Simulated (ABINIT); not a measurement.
# Ge (Fd-3m) in ABINIT: settings compared

The runs below take Ge through band structure, with r2SCAN, RPBE, SOGGA, PBEsol.

Program: ABINIT 10.8.3 (patched build). These are calculated values, not measurements. Logs are shortened: lines on timing, memory, paths and dates and some standing lists are left out, and cuts for length are marked. The log counts tension as positive stress, the text compression.

**Measured values to compare with.**

“Temperature-dependent photoluminescence in Ge: experiment and theory”, 2020, arxiv:2003.00143 reports, for a bulk crystal of Ge at 0 K: band gap 0.744 eV (indirect).

“Electronic and optical properties of SixGe1-x-ySny alloys lattice-matched to Ge”, 2021, arxiv:2109.02782 reports, for a bulk crystal of Ge at 293 K: band gap 0.666 eV (indirect).

How close the calculation comes is told below.

### Step 1. The structure

The structure is cubic, space group Fd-3m (No. 227). Conventional cell: a = 5.658 Å, b = 5.658 Å, c = 5.658 Å, α = 90.00°, β = 90.00°, γ = 90.00°. Ge (site symmetry -43m) is surrounded by 4 Ge at 2.45 Å.

### Step 2. Band structure, r2SCAN

run.abi

```
# Datasets: ground state, then fixed potential
ndtset 2

# Pseudopotentials
pp_dirpath "./"
pseudos "Ge.hgh"

# Structure
acell 4.0006828887 4.0006828887 4.0006828887 Angstrom
rprim
     0.0000000000     0.7071067812     0.7071067812
     0.7071067812     0.0000000000     0.7071067812
     0.7071067812     0.7071067812     0.0000000000
ntypat 1
znucl 32
natom 2
typat 1 1
xred
     0.7500000000     0.7500000000     0.7500000000
     0.5000000000     0.5000000000     0.5000000000

# Plane-wave basis
ecut 19.0

# Exchange and correlation
ixc -497498
usekden 1

# Bands and occupations
occopt 3
tsmear 0.05 eV

# SCF cycle
nstep 100

# Output
iomode 3
prtwf 0
prteig 0
prtebands 0
enunit 1
prtden1 1
prtkden1 1

# Dataset 1
kptopt1 1
ngkpt1 8 8 8
nshiftk1 1
shiftk1 0.0 0.0 0.0
nband1 8
tolvrs1 1.0e-9

# Dataset 2: bands along G-X-W-K-G-L-U-W-L-K
iscf2 -2
getden2 1
getkden2 1
nband2 12
nbdbuf2 2
tolwfr2 1.0e-12
kptopt2 -9
ndivsm2 6
prteig2 1
kptbounds2
     0.0000000000     0.0000000000     0.0000000000
     0.5000000000     0.0000000000     0.5000000000
     0.5000000000     0.2500000000     0.7500000000
     0.3750000000     0.3750000000     0.7500000000
     0.0000000000     0.0000000000     0.0000000000
     0.5000000000     0.5000000000     0.5000000000
     0.6250000000     0.2500000000     0.6250000000
     0.5000000000     0.2500000000     0.7500000000
     0.5000000000     0.5000000000     0.5000000000
     0.3750000000     0.3750000000     0.7500000000
```

Potentials or basis: HGH LDA.

The run is started by

```bash
$ abinit run.abi > log 2>&1
```

run.abo:

```text
.Version 10.8.3 of ABINIT
 DATASET    1 : space group Fd -3 m (#227); Bravais cF (face-center cubic)
================================================================================
 Values of the parameters that define the memory need for DATASET  1.
     intxc =       0    ionmov =       0      iscf =       7    lmnmax =       6
     lnmax =       6     mgfft =      30  mpssoang =       3    mqgrid =    3001
     natom =       2  nloc_mem =       1    nspden =       1   nspinor =       1
    nsppol =       1      nsym =      48    n1xccc =       0    ntypat =       1
    occopt =       3   xclevel =       2
       mpw =        1223          nfft =       27000          nkpt =          29
================================================================================
================================================================================

 DATASET    2 : space group Fd -3 m (#227); Bravais cF (face-center cubic)
================================================================================
 Values of the parameters that define the memory need for DATASET  2.
     intxc =       0    ionmov =       0      iscf =      -2    lmnmax =       6
     lnmax =       6     mgfft =      30  mpssoang =       3    mqgrid =    3001
     natom =       2  nloc_mem =       1    nspden =       1   nspinor =       1
    nsppol =       1      nsym =      48    n1xccc =       0    ntypat =       1
    occopt =       3   xclevel =       2
       mpw =        1243          nfft =       27000          nkpt =         103
================================================================================
================================================================================

--------------------------------------------------------------------------------
------------- Echo of variables that govern the present computation ------------
--------------------------------------------------------------------------------
 -outvars: echo values of preprocessed input variables --------
            acell      7.5601949762E+00  7.5601949762E+00  7.5601949762E+00 Bohr
              amu      7.26100000E+01
             ecut      1.90000000E+01 Hartree
           enunit           1
           getden1          0
           getden2          1
          getkden1          0
          getkden2          1
             iscf1          7
             iscf2         -2
                       outvar_i_n : Printing only first  50 k-points.
              ixc     -497498
           jdtset        1    2
                       outvar_i_n : Printing only first  50 k-points.
           kptopt1          1
           kptopt2         -9
         kptrlatt        8    0    0      0    8    0      0    0    8
          kptrlen1     6.04815598E+01
          kptrlen2     3.00000000E+01
            natom           2
            nband1          8
            nband2         12
           nbdbuf1          0
           nbdbuf2          2
           ndtset           2
           ndivsm1          0
           ndivsm2          6
            ngfft          30      30      30
             nkpt1         29
             nkpt2        103
            nstep         100
             nsym          48
           ntypat           1
           occopt           3
        prtebands           0
           prteig1          0
           prteig2          1
          prtkden           1
            prtwf           0
            rprim      0.0000000000E+00  7.0710678120E-01  7.0710678120E-01
                       7.0710678120E-01  0.0000000000E+00  7.0710678120E-01
                       7.0710678120E-01  7.0710678120E-01  0.0000000000E+00
           shiftk1     0.00000000E+00  0.00000000E+00  0.00000000E+00
           shiftk2     5.00000000E-01  5.00000000E-01  5.00000000E-01
          spgroup         227
           tolvrs1     1.00000000E-09
           tolvrs2     0.00000000E+00
           tolwfr1     0.00000000E+00
           tolwfr2     1.00000000E-12
           tsmear      1.83746611E-03 Hartree
            typat      1  1
          usekden           1
                       outvars : Printing only first  50 k-points.
           xangst      4.2433650000E+00  4.2433650000E+00  4.2433650000E+00
                       2.8289100000E+00  2.8289100000E+00  2.8289100000E+00
            xcart      8.0187977023E+00  8.0187977023E+00  8.0187977023E+00
                       5.3458651349E+00  5.3458651349E+00  5.3458651349E+00
             xred      7.5000000000E-01  7.5000000000E-01  7.5000000000E-01
                       5.0000000000E-01  5.0000000000E-01  5.0000000000E-01
            znucl       32.00000
[... 186 lines left out ...]
 R(3)=  5.3458651  5.3458651  0.0000000  G(3)=  0.0935302  0.0935302 -0.0935302
 Unit cell volume ucvol=  3.0555120E+02 bohr^3
 Angles (23,13,12)=  6.00000000E+01  6.00000000E+01  6.00000000E+01 degrees

 getcut: wavevector=  0.0000  0.0000  0.0000  ngfft=  30  30  30
         ecut(hartree)=     19.000   => boxcut(ratio)=   2.02455
--------------------------------------------------------------------------------

================================================================================
 Non-SCF case, kpt    1 (  0.00000  0.00000  0.00000), residuals and eigenvalues=
  9.66E-14  2.33E-13  1.72E-14  2.12E-13  1.89E-13  2.75E-13  7.84E-13  3.31E-13
  8.73E-13  4.01E-13  3.52E-12  3.10E-13
 -3.4295E-01  1.4915E-01  1.4915E-01  1.4915E-01  1.5373E-01  2.5163E-01
  2.5163E-01  2.5163E-01  4.1710E-01  5.2032E-01  5.2032E-01  5.8542E-01
 Non-SCF case, kpt    2 (  0.02941  0.00000  0.02941), residuals and eigenvalues=
  9.18E-13  1.83E-13  7.99E-13  2.21E-13  4.98E-13  7.08E-13  1.60E-13  9.70E-14
  6.09E-13  8.93E-13  1.51E-11  1.73E-06
 -3.4241E-01  1.2908E-01  1.4652E-01  1.4652E-01  1.7360E-01  2.5003E-01
  2.5497E-01  2.5497E-01  4.1992E-01  5.1132E-01  5.2091E-01  5.8656E-01
 Non-SCF case, kpt    3 (  0.05882  0.00000  0.05882), residuals and eigenvalues=
  4.88E-14  5.61E-14  4.72E-13  1.26E-13  6.28E-13  5.63E-13  2.42E-13  3.04E-13
  3.86E-13  8.48E-13  3.15E-11  4.25E-08
 -3.4080E-01  1.0689E-01  1.3954E-01  1.3954E-01  1.9513E-01  2.4554E-01
[... 487 lines left out ...]
  6.07E-13  1.05E-13  1.64E-13  6.53E-13  3.45E-14  1.32E-13  5.15E-13  1.86E-13
  2.88E-13  5.16E-13  2.11E-09  4.93E-08
 -2.2782E-01 -1.5755E-01 -1.2404E-02  5.7684E-02  2.1053E-01  3.5305E-01
  3.9356E-01  4.0761E-01  4.7307E-01  5.2988E-01  6.5948E-01  6.9921E-01
 Non-SCF case, kpt  102 (  0.38750  0.38750  0.72500), residuals and eigenvalues=
  8.53E-13  9.96E-14  8.21E-13  1.69E-13  1.27E-13  2.54E-13  3.46E-13  1.76E-13
  1.11E-13  1.45E-13  1.07E-08  4.91E-07
 -2.1973E-01 -1.6526E-01 -1.4490E-02  5.3105E-02  2.0645E-01  3.3429E-01
  4.1675E-01  4.2546E-01  4.6839E-01  5.3086E-01  6.7881E-01  7.1630E-01
 Non-SCF case, kpt  103 (  0.37500  0.37500  0.75000), residuals and eigenvalues=
  1.39E-13  7.85E-14  2.80E-13  1.00E-13  1.38E-13  2.76E-13  5.57E-13  3.92E-13
  9.70E-13  6.42E-13  4.57E-08  2.55E-06
 -2.1341E-01 -1.7184E-01 -1.3042E-02  4.9414E-02  2.0315E-01  3.1464E-01
  4.3446E-01  4.3927E-01  4.7279E-01  5.3818E-01  6.8014E-01  7.3655E-01

Result for kinetic energy density :

--------------------------------------------------------------------------------
 Total kinetic energy density [Ha/Bohr^3]
)     Maximum=    5.3544E-02  at reduced coord.    0.7000    0.7333    0.8667
)     Minimum=    1.2458E-03  at reduced coord.    0.0000    0.0000    0.0000
   Integrated=    3.0830E+00
--------------------------------------------------------------------------------

--- !ResultsGS
iteration_state: {dtset: 2, }
comment   : Summary of ground state results
lattice_vectors:
- [  0.0000000,   5.3458651,   5.3458651, ]
- [  5.3458651,   0.0000000,   5.3458651, ]
- [  5.3458651,   5.3458651,   0.0000000, ]
lattice_lengths: [   7.56019,    7.56019,    7.56019, ]
lattice_angles: [ 60.000,  60.000,  60.000, ] # degrees, (23, 13, 12)
lattice_volume:   3.0555120E+02
convergence: {deltae:  0.000E+00, res2:  0.000E+00, residm:  9.984E-13, diffor:  0.000E+00, }
etotal    :  -8.00762917E+00
entropy   :   0.00000000E+00
fermie    :   1.52695609E-01
cartesian_stress_tensor: null
pressure_GPa: null
xred      :
- [  7.5000E-01,   7.5000E-01,   7.5000E-01, Ge]
- [  5.0000E-01,   5.0000E-01,   5.0000E-01, Ge]
cartesian_forces: null
force_length_stats: {min: null, max: null, mean: null, }
...

 Integrated electronic density in atomic spheres:
 ------------------------------------------------
 Atom  Sphere_radius  Integrated_density
    1        2.00000          1.71626462
    2        2.00000          1.66929274
================================================================================

 ----iterations are completed or convergence reached----

 Mean square residual over all n,k,spin=   37.136E-14; max=  99.836E-14
 reduced coordinates (array xred) for    2 atoms
       0.750000000000      0.750000000000      0.750000000000
       0.500000000000      0.500000000000      0.500000000000

 cartesian coordinates (angstrom) at end:
    1      4.24336500004586     4.24336500004586     4.24336500004586
    2      2.82891000003057     2.82891000003057     2.82891000003057
 length scales=  7.560194976249  7.560194976249  7.560194976249 bohr
              =  4.000682888700  4.000682888700  4.000682888700 angstroms
 Eigenvalues (   eV  ) for nkpt= 103  k points:
 kpt#   1, nband= 12, wtk=  1.00000, kpt=  0.0000  0.0000  0.0000 (reduced coord)
  -9.33216    4.05850    4.05850    4.05850    4.18313    6.84727    6.84727    6.84727
  11.34975   14.15861   14.15861   15.92996
 kpt#   2, nband= 12, wtk=  1.00000, kpt=  0.0294  0.0000  0.0294 (reduced coord)
  -9.31755    3.51250    3.98712    3.98712    4.72397    6.80355    6.93821    6.93821
  11.42652   13.91386   14.17470   15.96105
 kpt#   3, nband= 12, wtk=  1.00000, kpt=  0.0588  0.0000  0.0588 (reduced coord)
  -9.27372    2.90861    3.79706    3.79706    5.30975    6.68145    7.18677    7.18677
  11.64755   13.38749   14.22298   16.05070
 kpt#   4, nband= 12, wtk=  1.00000, kpt=  0.0882  0.0000  0.0882 (reduced coord)
  -9.20068    2.30599    3.53546    3.53546    5.87173    6.50268    7.54540    7.54540
  11.99050   12.80059   14.30346   16.20197
 kpt#   5, nband= 12, wtk=  1.00000, kpt=  0.1176  0.0000  0.1176 (reduced coord)
  -9.09863    1.70689    3.24090    3.24090    6.29115    6.38845    7.97477    7.97477
  12.25214   12.43009   14.41614   16.41432
 kpt#   6, nband= 12, wtk=  1.00000, kpt=  0.1471  0.0000  0.1471 (reduced coord)
  -8.96792    1.11261    2.93740    2.93740    6.06683    6.82592    8.44985    8.44985
[... 278 lines left out ...]
  -6.61722   -3.98313    0.10395    1.87457    5.95031    9.07810   10.02443   11.07055
  13.28932   14.67919   16.35236   18.41807
 kpt# 100, nband= 12, wtk=  1.00000, kpt=  0.4125  0.4125  0.6750 (reduced coord)
  -6.41765   -4.10908   -0.17190    1.71452    5.84854    9.64207   10.55827   10.56090
  13.07000   14.50984   17.14170   18.73277
 kpt# 101, nband= 12, wtk=  1.00000, kpt=  0.4000  0.4000  0.7000 (reduced coord)
  -6.19924   -4.28702   -0.33754    1.56965    5.72885    9.60697   10.70922   11.09159
  12.87292   14.41878   17.94542   19.02647
 kpt# 102, nband= 12, wtk=  1.00000, kpt=  0.3875  0.3875  0.7250 (reduced coord)
  -5.97908   -4.49693   -0.39429    1.44507    5.61772    9.09652   11.34031   11.57741
  12.74555   14.44549   18.47134   19.49163
 kpt# 103, nband= 12, wtk=  1.00000, kpt=  0.3750  0.3750  0.7500 (reduced coord)
  -5.80718   -4.67595   -0.35489    1.34463    5.52787    8.56173   11.82236   11.95319
  12.86528   14.64467   18.50765   20.04265

== END DATASET(S) ==============================================================
================================================================================

 -outvars: echo values of variables after computation  --------
            acell      7.5601949762E+00  7.5601949762E+00  7.5601949762E+00 Bohr
           etotal1    -8.0076291730E+00
            fcart1     5.3123286636E-30 -2.5577878751E-30  1.9675291347E-31
                      -5.3123286636E-30  2.5577878751E-30 -1.9675291347E-31
            rprim      0.0000000000E+00  7.0710678120E-01  7.0710678120E-01
                       7.0710678120E-01  0.0000000000E+00  7.0710678120E-01
                       7.0710678120E-01  7.0710678120E-01  0.0000000000E+00
           strten1     1.2522268999E-04  1.2522268999E-04  1.2522268999E-04
                       0.0000000000E+00  0.0000000000E+00  0.0000000000E+00
           xangst      4.2433650000E+00  4.2433650000E+00  4.2433650000E+00
                       2.8289100000E+00  2.8289100000E+00  2.8289100000E+00
             xred      7.5000000000E-01  7.5000000000E-01  7.5000000000E-01
                       5.0000000000E-01  5.0000000000E-01  5.0000000000E-01
 Calculation completed.
```

Wall time 79 s (1 thread of Arm Neoverse V1, shared host); peak memory 0.11 GiB.

Results:

- Free energy: -217.8987 eV
- Pressure: -3.7 GPa
- Band gap on the k mesh: 0.12 eV, direct
- Band gap along the path: 0.12 eV, direct
- Valence electrons inside the program's atomic spheres: Ge 1.72, 1.67 (radii [1.0584] Å)

Levels at the corners of the path, in eV from the valence-band top:
| point | band 1 | band 2 | band 3 | band 4 | band 5 | band 6 | band 7 | band 8 |
| --- | --- | --- | --- | --- | --- | --- | --- | --- |
| Γ | -13.39 | 0.00 | 0.00 | 0.00 | 0.12 | 2.79 | 2.79 | 2.79 |
| X | -9.36 | -9.36 | -3.17 | -3.17 | 1.06 | 1.06 | 10.11 | 10.11 |
| W | -9.27 | -9.27 | -3.98 | -3.98 | 4.71 | 4.71 | 5.20 | 5.20 |
| K | -9.87 | -8.73 | -4.41 | -2.71 | 1.47 | 4.50 | 7.76 | 7.89 |
| Γ | -13.39 | 0.00 | 0.00 | 0.00 | 0.12 | 2.79 | 2.79 | 2.79 |
| L | -11.25 | -7.92 | -1.46 | -1.46 | 0.37 | 4.10 | 4.10 | 7.94 |
| U | -9.87 | -8.73 | -4.41 | -2.71 | 1.47 | 4.50 | 7.76 | 7.89 |
| W | -9.27 | -9.27 | -3.98 | -3.98 | 4.71 | 4.71 | 5.20 | 5.20 |
| L | -11.25 | -7.92 | -1.46 | -1.46 | 0.37 | 4.10 | 4.10 | 7.94 |
| K | -9.87 | -8.73 | -4.41 | -2.71 | 1.47 | 4.50 | 7.76 | 7.89 |

Caveat: the potentials were made for another functional, which shifts forces and pressure; HGH potentials are hard and often keep d shells in the core, so these values are rough. r2SCAN opens gaps a little over a GGA but as a rule still falls short of measured ones.

### Step 3. Band structure, RPBE

Changes to run.abi since step 2:

```diff
@@ -1,9 +1,6 @@
-# Datasets: ground state, then fixed potential
 ndtset 2
 
-# Pseudopotentials
 pp_dirpath "./"
-pseudos "Ge.hgh"
+pseudos "Ge.GGA_PBE-JTH.xml"
 
-# Structure
 acell 4.0006828887 4.0006828887 4.0006828887 Angstrom
@@ -21,10 +18,7 @@
 
-# Plane-wave basis
-ecut 19.0
+ecut 20.0
+pawecutdg 40.0
 
-# Exchange and correlation
-ixc -497498
-usekden 1
+ixc 15
 
-# Bands and occupations
 occopt 3
@@ -32,6 +26,4 @@
 
-# SCF cycle
 nstep 100
 
-# Output
 iomode 3
@@ -40,7 +32,4 @@
 prtebands 0
-enunit 1
 prtden1 1
-prtkden1 1
 
-# Dataset 1
 kptopt1 1
@@ -49,10 +38,8 @@
 shiftk1 0.0 0.0 0.0
-nband1 8
+nband1 18
 tolvrs1 1.0e-9
 
-# Dataset 2: bands along G-X-W-K-G-L-U-W-L-K
 iscf2 -2
 getden2 1
-getkden2 1
-nband2 12
+nband2 22
 nbdbuf2 2
@@ -60,3 +47,3 @@
 kptopt2 -9
-ndivsm2 6
+ndivsm2 5
 prteig2 1
```

Potentials or basis: JTH PAW PBE v2.0.

The run is started by

```bash
$ abinit run.abi > log 2>&1
```

run.abo:

```text
.Version 10.8.3 of ABINIT
 DATASET    1 : space group Fd -3 m (#227); Bravais cF (face-center cubic)
================================================================================
 Values of the parameters that define the memory need for DATASET  1.
     intxc =       0    ionmov =       0      iscf =      17    lmnmax =      18
     lnmax =       6     mgfft =      32  mpssoang =       3    mqgrid =    3001
     natom =       2  nloc_mem =       2    nspden =       1   nspinor =       1
    nsppol =       1      nsym =      48    n1xccc =       1    ntypat =       1
    occopt =       3   xclevel =       2
       mpw =        1323          nfft =       32768          nkpt =          29
 PAW method is used; the additional fine FFT grid is defined by:
   mgfftf=        45    nfftf =     91125
================================================================================
================================================================================

[... 1401 lines left out ...]
  -0.65289   -0.65230   -0.64904   -0.64687   -0.64591   -0.64541   -0.64523   -0.64341
  -0.63989   -0.63936   -0.08293   -0.04386    0.10145    0.16317    0.30565    0.41248
   0.52720    0.53208    0.56429    0.62217    0.76293    0.80593

== END DATASET(S) ==============================================================
================================================================================

 -outvars: echo values of variables after computation  --------
            acell      7.5601949762E+00  7.5601949762E+00  7.5601949762E+00 Bohr
           etotal1    -1.9102983076E+02
            fcart1    -2.2036326308E-29 -9.4441398464E-30  4.7220699232E-29
                       2.2036326308E-29  9.4441398464E-30 -4.7220699232E-29
            rprim      0.0000000000E+00  7.0710678120E-01  7.0710678120E-01
                       7.0710678120E-01  0.0000000000E+00  7.0710678120E-01
                       7.0710678120E-01  7.0710678120E-01  0.0000000000E+00
           strten1    -1.6357905024E-04 -1.6357905024E-04 -1.6357905024E-04
                       0.0000000000E+00  0.0000000000E+00  0.0000000000E+00
           xangst      4.2433650000E+00  4.2433650000E+00  4.2433650000E+00
                       2.8289100000E+00  2.8289100000E+00  2.8289100000E+00
             xred      7.5000000000E-01  7.5000000000E-01  7.5000000000E-01
                       5.0000000000E-01  5.0000000000E-01  5.0000000000E-01
 Calculation completed.
```

Wall time 81 s (1 thread of Arm Neoverse V1, shared host); peak memory 0.14 GiB.

Results:

- Free energy: -5198.1865 eV
- Band gap on the k mesh: 0.11 eV, direct
- Valence electrons inside the program's atomic spheres: Ge 12.39, 12.38 (radii [1.2196] Å)

Levels at the corners of the path, in eV from the valence-band top:
| point | band 10 | band 11 | band 12 | band 13 | band 14 | band 15 | band 16 | band 17 | band 18 | band 19 |
| --- | --- | --- | --- | --- | --- | --- | --- | --- | --- | --- |
| Γ | -24.54 | -12.76 | 0.00 | 0.00 | 0.00 | 0.11 | 2.56 | 2.56 | 2.56 | 6.61 |
| X | -24.50 | -8.87 | -8.87 | -3.08 | -3.08 | 0.83 | 0.83 | 9.54 | 9.54 | 11.70 |
| W | -24.48 | -8.77 | -8.77 | -3.89 | -3.89 | 4.36 | 4.36 | 4.80 | 4.80 | 11.08 |
| K | -24.48 | -9.34 | -8.28 | -4.32 | -2.64 | 1.23 | 4.14 | 7.26 | 7.40 | 8.27 |
| Γ | -24.54 | -12.76 | 0.00 | 0.00 | 0.00 | 0.11 | 2.56 | 2.56 | 2.56 | 6.61 |
| L | -24.51 | -10.67 | -7.58 | -1.41 | -1.41 | 0.25 | 3.77 | 3.77 | 7.27 | 10.70 |
| U | -24.48 | -9.34 | -8.28 | -4.32 | -2.64 | 1.23 | 4.14 | 7.26 | 7.40 | 8.27 |
| W | -24.48 | -8.77 | -8.77 | -3.89 | -3.89 | 4.36 | 4.36 | 4.80 | 4.80 | 11.08 |
| L | -24.51 | -10.67 | -7.58 | -1.41 | -1.41 | 0.25 | 3.77 | 3.77 | 7.27 | 10.70 |
| K | -24.48 | -9.34 | -8.28 | -4.32 | -2.64 | 1.23 | 4.14 | 7.26 | 7.40 | 8.27 |

Caveat: the cutoff is too short for stress, so the log's stress isn't used; the PAW data sets were made with another functional, which shifts forces and pressure a little.

(Part 1 of 2 ends here.)
